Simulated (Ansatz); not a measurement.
An Ansatz run on PbTiO3 built on the cubic perovskite prototype left the output below. Cell and atoms come from a relaxation with PBEsol.

Structure:
```
Pb Ti O
1.0
     3.91935    0.00000    0.00000
     0.00000    3.91935    0.00000
     0.00000    0.00000    3.91935
Pb Ti O
1 1 3
Direct
  0.00000 0.00000 0.00000
  0.50000 0.50000 0.50000
  0.50000 0.50000 0.00000
  0.50000 0.00000 0.50000
  0.00000 0.50000 0.50000
```

Main lines of the log:
```
Functional definition: PBEsol
Crystal: 5 atoms, lattice volume = 60.206 Å³
Basis set: ecut = 420 eV, 1189 PW (Γ)
Bands: 27, of which v1, the nominal top of the filled ones, is band 22 counted from 1 (21 counted from 0)
Symmetry: 48 space group operations
k-points: 80 of 216 (irreducible under 2 space group operations, time reversal used)
preconditioner: auto → Resta (q_TF=auto, 2.589 Å⁻¹)  ε∞=6.3  [insulator: Δε(μ)=1.408 eV  ℏωp=28.7 eV]
WARN: field response: ε∞ stands inside a basis, on 8×8×8 points; the force constants stand on the 6×6×6 k-mesh, whose period is 11.12 times the interband length at k = (0.0000, 0.0000, -0.5000), direct gap 1.574 eV, under 14 […]
SCF converged after 9 iterations
Free energy (F): -15915.504537 eV
Fermi energy:    11.011326 eV
--- Per-component energies (eV) ---
  E_band       = -146.992543
  E_kinetic    = 1083.611115
  E_local      = -2524.604360
  E_nonlocal   = 500.696558
  E_hartree    = 966.557243
  E_xc         = -537.607582
  E_vxc        = -538.851414
  E_paw        = -11727.875963
  E_vpaw       = -600.966174
  E_ewald      = -3676.596225
  E_core_change = 0.307365
--- Band table (eV; the first three rows and the last of 80) ---
  k-point 0: bands = […, 9.3741, 9.3741, 9.3741, 9.9439, 9.9439, 9.9439, 12.5812, 12.5812, 12.5812, 14.9072, …]
  k-point 1: bands = […, 9.0974, 9.0974, 9.3127, 9.5623, 9.8659, 9.8659, 12.5821, 13.0940, 13.0940, 14.9080, …]
  k-point 2: bands = […, 8.4852, 8.4852, 9.1931, 9.9054, 9.9054, 10.1869, 12.5840, 13.9489, 13.9489, 14.8357, …]
  k-point 79: bands = […, 5.9169, 6.4329, 6.4329, 10.5439, 10.5439, 10.5439, 14.6793, 14.6793, 14.6793, 17.7496, …]
--- Phonons (Γ-DFPT): 4 representative perturbations + reference, on 80 of 216 k-points ---
  Γ frequencies (cm⁻¹): -157.87 -157.87 -157.87 0.00 0.00 0.00 104.15 104.15 104.15 227.11 227.11 227.11 484.25 484.25 484.25
  ε∞ (high-frequency dielectric tensor):
        8.595239     0.000000     0.000000
        0.000000     8.595239     0.000000
        0.000000     0.000000     8.595239
  Born effective charges Z* (e; rows j = field, columns β = displacement):
    site 0:
         3.90074    0.00000    0.00000
         0.00000    3.90074    0.00000
         0.00000    0.00000    3.90074
    site 1:
         7.21117    0.00000    0.00000
         0.00000    7.21117    0.00000
         0.00000    0.00000    7.21117
    site 2:
        -2.58922    0.00000    0.00000
         0.00000   -2.58922    0.00000
         0.00000    0.00000   -5.93347
    site 3:
        -2.58922    0.00000    0.00000
         0.00000   -5.93347    0.00000
         0.00000    0.00000   -2.58922
    site 4:
        -5.93347    0.00000    0.00000
         0.00000   -2.58922    0.00000
         0.00000    0.00000   -2.58922
  ε∞ is read to err by 3.1e-2, Z* by 3.7e-2 e
  optical modes at Γ without the LO–TO term, one row a degenerate level:
      ω (cm⁻¹)  modes    IR ((D/Å)²/amu)
       -157.87      3           241.2676
        104.15      3            12.4712
        227.11      3             0.0000
        484.25      3            36.8408
  optical modes at Γ + LO–TO along q̂ = [1.0000, 0.0000, 0.0000]:
      ω (cm⁻¹)  modes    IR ((D/Å)²/amu)
       -157.87      2           160.8450
         94.08      1             0.0528
        104.15      2             8.3141
        227.11      3             0.0000
        413.61      1            11.0887
        484.25      2            24.5605
        663.10      1            85.7184
  optical modes at Γ + LO–TO along q̂ = [0.0000, 1.0000, 0.0000]: as above
  optical modes at Γ + LO–TO along q̂ = [0.0000, 0.0000, 1.0000]: as above
```

**Question.** Write the input file that gave this output.

**Answer.**
```yaml
crystal:
  # lattice and atoms as above
kpoints:
  mp_grid: { grid: [6, 6, 6] }
hamiltonian:
  xc: pbesol
scf:
  occupations: { method: fixed }
phonons:
  method: dfpt
  dielectric: true
  qpoints: [[0, 0, 0]]
  rigid_motions: translations
```
Frequencies at Γ with ε∞ and Born charges come from phonons by dfpt with dielectric on. This is the file that was run; thresholds and some counts can't be read off the log exactly.

The log's warnings on the mesh tell which of these values aren't settled.

Command: `ansatz run input.yaml --threads 4 --pin off --max-ram 7372MiB --backend cpu --events-out ev --progress --plain --runs-dir out`. Wall time 37 s on 4 threads of Arm Neoverse V1 (shared host); peak host memory 0.85 GiB.

(Simulation; spin polarisation is off.)

Spin-orbit coupling is left out; in compounds of Pb, Bi, Tl or Hg it can lower a gap by up to about 1 eV, split its edges or invert the bands.
